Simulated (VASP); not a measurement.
# A VASP 6.6.1 single-point calculation on GaN

INCAR

```
ISIF = 2
LWAVE = .FALSE.
AMIX = 0.05
ENCUT = 520
LASPH = .TRUE.
LCHARG = .FALSE.
NSW = 0
NELM = 77
ISMEAR = -1
PREC = Single
LREAL = .FALSE.
NBANDS = 16
GGA = AM
EDIFF = 1E-7
SIGMA = 0.02
IBRION = -1
```

KPOINTS

```
KPOINTS created by Atomic Simulation Environment
0
Gamma
10 10 10
0 0 0
```

POSCAR

```
Ga N
 1.0000000000000000
     0.0000000000000000    2.0452597773000001    2.1769953713999999
     2.0452597773000001    0.0000000000000000    2.1769953713999999
     2.0452597773000001    2.0452597773000001    0.0000000000000000
 Ga  N
   1   1
Cartesian
  0.0000000000000000  0.0000000000000000  0.0000000000000000
  2.0452597773000001  2.0452597773000001  2.1769953713999994
```

The recommended PBE PAW datasets give the neutral cell 18 valence electrons.

Command

```
mpirun -np 1 vasp_std
```

**Question.** Predict the outcome of this run.

**Answer.** It converged. Results: gap between bands v and c on the k mesh 0.49 eV; least direct gap on the k mesh 2.96 eV; pressure 8.5 GPa. Band v is the last that the valence electrons fill when counted band by band, and c is the next.

OSZICAR

```
N       E                     dE             d eps       ncg     rms          rms(c)
DAV:   1     0.740943473355E+02    0.74094E+02   -0.92386E+03  3768   0.215E+03
DAV:   2    -0.911111621943E+01   -0.83205E+02   -0.77527E+02  3736   0.320E+02
DAV:   3    -0.133723152174E+02   -0.42612E+01   -0.42477E+01  3800   0.630E+01
DAV:   4    -0.134089406000E+02   -0.36625E-01   -0.36622E-01  4176   0.613E+00
DAV:   5    -0.134093548398E+02   -0.41424E-03   -0.41424E-03  3872   0.590E-01    0.692E+00
DAV:   6    -0.129986826777E+02    0.41067E+00   -0.69661E-02  4960   0.573E+00    0.604E+00
DAV:   7    -0.117916927636E+02    0.12070E+01   -0.29283E+00  4704   0.357E+01    0.236E+00
DAV:   8    -0.117847354633E+02    0.69573E-02   -0.17601E-01  3784   0.483E+00    0.176E+00
DAV:   9    -0.117715960208E+02    0.13139E-01   -0.54797E-02  4120   0.508E+00    0.716E-01
DAV:  10    -0.117642322632E+02    0.73638E-02   -0.21701E-02  4424   0.387E+00    0.287E-01
DAV:  11    -0.117638523913E+02    0.37987E-03   -0.18568E-03  4128   0.512E-01    0.260E-01
DAV:  12    -0.117635184222E+02    0.33397E-03   -0.75967E-04  4120   0.110E+00    0.103E-01
DAV:  13    -0.117635160827E+02    0.23395E-05   -0.61531E-05  3496   0.796E-02    0.980E-02
DAV:  14    -0.117635595876E+02   -0.43505E-04   -0.17108E-05  4848   0.134E-01    0.115E-01
DAV:  15    -0.117634308202E+02    0.12877E-03   -0.49618E-04  4512   0.504E-01    0.214E-02
DAV:  16    -0.117634327099E+02   -0.18896E-05   -0.29589E-05  3568   0.485E-02    0.256E-02
DAV:  17    -0.117634326990E+02    0.10867E-07   -0.37355E-07  4392   0.150E-02
   1 F= -.11763433E+02 E0= -.11763433E+02  d E =-.162284E-07
```

For comparison, a separate PBE run of the intended cell, on usual settings and not on those above, gives a gap of 0.54 eV on its mesh and a pressure of 18.4 GPa.
